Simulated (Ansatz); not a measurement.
Input and command of a plane-wave DFT calculation in Ansatz:

```yaml
crystal:
  lattice:
    - [0.0091803197, 2.8086990902, 2.8014686452]
    - [2.803515059, 0.0061289969, 2.804519968]
    - [2.8105818206, 2.8188171747, -0.0009377647]
  atoms:
    - { symbol: Al, position: [0.5179937806, 0.4754529908, 0.4812022906] }
    - { symbol: Ni, position: [0.2347094222, 0.2129657574, 0.2359009799] }
    - { symbol: Ni, position: [0.0527018359, -0.0376585175, 0.0301498793] }
    - { symbol: Ni, position: [0.7728995969, 0.7206613382, 0.8016672262] }
basis:
  ecutwfc: 600
kpoints:
  mp_grid: { grid: [10, 10, 10] }
hamiltonian:
  xc: r2scan
scf:
  occupations: { method: gaussian, width: 0.1 }
output:
  forces: true
  stress: true
  eigenvalues: true
```

```bash
ansatz run input.yaml --threads 1 --pin off --max-ram 2560MiB --backend cpu --events-out ev --progress --plain --runs-dir out
```

Processor: Intel(R) Xeon(R) Processor @ 2.50GHz (Skylake/Cascade Lake), 1 thread, on a host shared with other jobs.

**Question.** How long does it run, and how much memory does it take?

**Answer.** About 7.4 min on 1 thread of Intel(R) Xeon(R) Processor @ 2.50GHz (Skylake/Cascade Lake), with other jobs on the host, peak memory 1.2 GiB. It solves 35 bands at 504 k points (the mesh reduced by symmetry) with about 1459 plane waves, in 11 SCF iterations.
